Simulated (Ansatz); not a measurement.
# GaP (F-43m): equation of state

An exercise on one series of results from a longer session: the logs are not shown, and one member is left open.

Computed with Ansatz 0.2.0 (DFT PBE, scalar-relativistic, plane waves, PAW, unless a step's input says otherwise).

## The starting structure

The structure is cubic, space group F-43m (No. 216). Conventional cell: a = 5.506 Å, b = 5.506 Å, c = 5.506 Å, α = 90.00°, β = 90.00°, γ = 90.00°. Ga (site symmetry -43m) has 4 P at 2.38 Å in its first shell of neighbours. P (site symmetry -43m) is surrounded by 4 Ga at 2.38 Å.

As a file:

```cif
data_structure
_symmetry_space_group_name_H-M 'F-43m'
_symmetry_Int_Tables_number 216
_cell_length_a 5.5062
_cell_length_b 5.5062
_cell_length_c 5.5062
_cell_angle_alpha 90.000
_cell_angle_beta 90.000
_cell_angle_gamma 90.000
_cell_volume 166.93
loop_
_atom_site_label
_atom_site_type_symbol
_atom_site_symmetry_multiplicity
_atom_site_Wyckoff_symbol
_atom_site_fract_x
_atom_site_fract_y
_atom_site_fract_z
_atom_site_occupancy
Ga1 Ga 4 a 0.00000 0.00000 0.00000 1
P1 P 4 c 0.25000 0.25000 0.25000 1
```

This cell comes from an earlier session at PBE: 20.867 Å³/atom at 0.00 GPa, on a 10×10×10 mesh.

Volume factors to run: 0.980, 1.020, 0.960, 1.040.

The first run:

File input.yaml:

```yaml
crystal:
  lattice:
    - [0.0, 2.7346024602, 2.7346024602]
    - [2.7346024602, 0.0, 2.7346024602]
    - [2.7346024602, 2.7346024602, 0.0]
  atoms:
    - { symbol: Ga, position: [0.0, 0.0, 0.0] }
    - { symbol: P, position: [0.75, 0.75, 0.75] }
basis:
  ecutwfc: 420
  ecutrho_ratio: 4
kpoints:
  mp_grid: { grid: [10, 10, 10] }
hamiltonian:
  xc: pbe
scf:
  occupations: { method: gaussian, width: 0.05 }
output:
  forces: true
  stress: true
  eigenvalues: true
```

The run is started by

```sh
ansatz run input.yaml --threads 4 --pin off --max-ram 7168MiB --backend cpu --events-out ev --progress --plain --runs-dir out
```

Steps of the session up to this table: Volume × 0.980; At 1.020 of the relaxed volume; Scaling the volume by 0.960; Volume × 1.040.

One of the session's tables, all rows but one given; the rest of the session is left out.

It belongs to the step «The fit». 

```
volume (Å³/atom)  energy (meV/atom)  pressure (GPa)  gap (eV)
          20.032               8.62            3.44      1.59
          20.449               2.08            1.62      1.62
          20.867               0.00            0.00      1.58
          21.284                  ?               ?         ?
          21.702               7.44           -2.75      1.26
```

Estimate the missing values for volume (Å³/atom) = 21.284.

Worked estimate for «energy (meV/atom)». A straight line through the neighbours (20.867, 0.00) and (21.702, 7.44) gives 0.00 + (7.44 − 0.00) × (21.284 − 20.867) / (21.702 − 20.867) = 3.72; a parabola fitted to 3 rows on both sides gives 1.78.

As computed: energy (meV/atom): 1.93; pressure (GPa): -1.45; gap (eV): 1.42. In «energy (meV/atom)» the line misses by +1.79 and the parabola by -0.15.
